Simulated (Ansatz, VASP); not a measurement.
**Two plane-wave programs on ZnS**

```
Zn S
1.0
     0.00000    2.64991    2.64991
     2.64991    0.00000    2.64991
     2.64991    2.64991    0.00000
Zn S
1 1
Cartesian
  0.0000 0.0000 0.0000
  3.9749 3.9749 3.9749
```

Change from the starting cell: volume scaled by 0.9405, PAW files.

Alike in both runs: task electric field gradients; functional PBE; k mesh 9 × 9 × 9; occupations fermi-dirac, width 0.01 eV; no spin polarisation.

|  | VASP | Ansatz |
| --- | --- | --- |
| version | VASP 6.6.1 | Ansatz 0.2.0 |
| potentials or method | VASP PAW PBE potentials, release 64 (Zn, S) | PAW with Ansatz's default frozen-core files, scalar-relativistic |
| plane-wave cutoff (eV) | 520 | 420 |
| valence electrons in the cell | 18 | 18 |

```csv
,VASP,Ansatz,Ansatz less VASP
gap on the k mesh at the Fermi level (eV),2.38,2.37,-0.009
pressure (GPa),6.9,6.7,-0.20
Vzz of the field gradient on the site that differs most (V/Å²),0.0,0.0,0.00
```

The functional is the same, so the differences come from potentials, cutoffs and numerics.
